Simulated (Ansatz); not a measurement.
Lattice vibrations of Ag at Γ

These are results of DFT PBE, scalar-relativistic, plane waves, PAW in Ansatz 0.2.0, not measurements. Cutoff 420 eV, 12×12×4 k-points (Γ-centred), Fermi-Dirac smearing of 0.15 eV. No spin polarisation. Phonons by linear response, acoustic sum rule imposed.

Equilibrium structure at this level:
```
CELL_PARAMETERS angstrom
2.94183 0.00000 0.00000
-1.47091 2.54770 0.00000
0.00000 0.00000 11.92175
ATOMIC_POSITIONS crystal
Ag 0.66667 0.33333 0.80037
Ag 0.00000 0.00000 0.00000
Ag 0.33333 0.66667 0.19963
Ag 0.66667 0.33333 0.39973
Ag 0.33333 0.66667 0.60027
```

The structure comes from a generated guess, relaxed at this level; another structure or a mixture of phases may lie lower. In a metal, frequencies depend on the k mesh and the smearing, soft modes most.

Optical modes at Γ:
| frequency (meV) | degeneracy |
| --- | --- |
| 5.1 | 2 |
| 5.1 | 2 |
| 8.1 | 2 |
| 8.5 | 2 |
| 12.1 | 1 |
| 12.2 | 1 |
| 18.9 | 1 |
| 19.1 | 1 |

All 12 optical modes at Γ are real: no displacement of atoms at fixed cell lowers the energy to second order. Strains and modes at other wave vectors aren't tested by this run.
